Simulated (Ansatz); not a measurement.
# CrCuO2: the cost of one run

Computed with Ansatz 0.2.0 (DFT LDA+U (U_eff = 3 eV on Cr d, Cu d, around-mean-field double counting), plane waves, PAW, unless a step's input says otherwise).

### 1 The system as given

The structure is trigonal, space group R-3m (No. 166). The conventional cell has a = 2.973 Å, b = 2.973 Å, c = 17.100 Å, α = 90.00°, β = 90.00°, γ = 120.00°. Around Cr (site symmetry -3m) lie 6 O at 1.99 Å. Cu (site symmetry -3m) is surrounded by 2 O at 1.85 Å. O (site symmetry 3m) has 1 Cu at 1.85 Å and 3 Cr at 1.99 Å as nearest neighbours.

Structure file:

```
CELL_PARAMETERS angstrom
1.48670 0.85835 5.70000
-1.48670 0.85835 5.70000
0.00000 -1.71669 5.70000
ATOMIC_POSITIONS crystal
Cr 0.50000 0.50000 0.50000
Cu 0.00000 0.00000 0.00000
O 0.10792 0.10792 0.10792
O 0.89208 0.89208 0.89208
```

Magnetic order typed: opposed in the cell.

### 2 From atoms, symmetry kept, no search

input.yaml reads:

```yaml
crystal:
  lattice:
    - [1.48670051, 0.85834694, 5.70000191]
    - [-1.48670051, 0.85834694, 5.70000191]
    - [0.0, -1.71669388, 5.70000191]
  atoms:
    - { symbol: Cr, position: [0.5, 0.5, 0.5], spin: 4.0 }
    - { symbol: Cu, position: [0.0, 0.0, 0.0], spin: -1.0 }
    - { symbol: O, position: [0.10792, 0.10792, 0.10792] }
    - { symbol: O, position: [0.89208, 0.89208, 0.89208] }
basis:
  ecutwfc: 420
  ecutrho_ratio: 4
kpoints:
  mp_grid: { grid: [7, 7, 7] }
hamiltonian:
  xc: lda
  hubbard:
    sites: [{ site: 0, l: d, u_eff: 3.0 }, { site: 1, l: d, u_eff: 3.0 }]
    double_counting: amf
scf:
  occupations: { method: gaussian, width: 0.05 }
  lower_state_search: "off"
  max_iter: 150
output:
  forces: true
  stress: true
  eigenvalues: true
  populations: true
  hubbard: { sites: [{ site: 0, l: d }, { site: 1, l: d }] }
magnetization:
  spin_polarized: true
```

Started as:

```bash
$ ansatz run input.yaml --threads 2 --pin off --max-ram 3072MiB --backend cpu --events-out ev --progress --plain --runs-dir out
```

**Question.** How long does this run take on 2 threads of Arm Neoverse V2, shared host, and how much memory does it need?

About 6.1 s, with a peak of 0.44 GiB.
